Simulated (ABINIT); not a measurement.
A run of ABINIT 10.8.3 (patched build):

The input run.abi:

```
# Datasets: one volume each
ndtset 7
getwfk -1
scalecart1 3*0.9795861087
scalecart2 3*0.9864848297
scalecart3 3*0.9932883884
scalecart4 3*1.0000000000
scalecart5 3*1.0066227096
scalecart6 3*1.0131594038
scalecart7 3*1.0196128224

# Pseudopotentials
pp_dirpath "./"
pseudos "Os.GGA_PBE-JTH.xml"

# Structure
acell 3*1.0
rprim
     5.1667001973     0.0000000000     0.0000000000
    -2.5833500987     4.4744936247     0.0000000000
     0.0000000000     0.0000000000     8.1630499405
ntypat 1
znucl 76
natom 2
typat 1 1
xred
     0.6666666667     0.3333333333     0.7500000000
     0.3333333333     0.6666666667     0.2500000000

# Plane-wave basis
ecut 15.0
pawecutdg 30.0

# k points
kptopt 1
ngkpt 11 11 6
nshiftk 1
shiftk 0.0 0.0 0.0

# Exchange and correlation
ixc -116133

# Bands and occupations
nband 12
occopt 3
tsmear 0.05 eV

# SCF cycle
nstep 100
tolvrs 1.0e-9

# Output
iomode 3
prtwf 1
prtden 0
prteig 0
prtebands 0
enunit 2
```

Potentials or basis: JTH PAW PBE v2.0.

Command:

```sh
$ abinit run.abi > log 2>&1
```

Hardware: 1 thread of Arm Neoverse V1 (shared host).

**Question.** Estimate the wall time of this run.

**Answer.** Wall time 74 s on 1 thread of Arm Neoverse V1 (shared host), peak memory 0.14 GiB. Counts: scf iterations 44, k points 64, bands 12, plane waves 512.
